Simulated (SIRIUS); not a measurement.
## CdS under changes of volume

One of the cells (45.635 Å³/atom); the others are scaled copies at fixed shape and fractional positions:

```
CELL_PARAMETERS angstrom
4.26117 0.00000 0.00000
-2.13058 3.69028 0.00000
0.00000 0.00000 5.80417
ATOMIC_POSITIONS crystal
Cd 0.00000 0.00000 0.44269
S 0.66667 0.33333 0.43431
```

Measurements of this composition are mostly on another form, of space group No. 186.

* Program: SIRIUS 7.12.0
* Functional: PBEsol
* Potentials or basis: all-electron FP-LAPW
* Cutoff: 184 eV
* Basis: apw+lo standard
* k mesh: 7 × 7 × 5
* Occupations: fermi-dirac, width 0.05 eV
* Spin: no spin polarisation

```csv
volume (Å³/atom),energy over the lowest point (meV/atom),gap on the mesh (eV)
42.897,0.00,1.52
43.810,0.09,1.48
44.722,?,?
45.635,11.21,1.41
46.548,20.93,1.37
47.460,33.19,1.30
48.373,47.94,1.23
```

Question: What does the run at 44.722 Å³/atom give?

Answer: Energy over the lowest point 3.99 meV/atom; gap on the mesh 1.45 eV.

Worked out: A Birch-Murnaghan fit of order 3 (a polynomial in V^(-2/3)) to the other rows has its minimum at 43.29 Å³/atom with B0 = V·E''(V) = 32 GPa and B' = 4.8 at fixed shape and positions, which overstates the stiffness. It gives 4.04 meV/atom at 44.722 Å³/atom, against the run's 3.99. A parabola through the other rows of the gap, of slope -1.9 eV per unit of ln V there, gives 1.46 eV, against the run's 1.45.

Energies are extrapolated to zero smearing.

Caveats: an odd mesh through Γ misses points on the zone boundary, where band edges often lie. Spin-orbit coupling on Cd is left out.
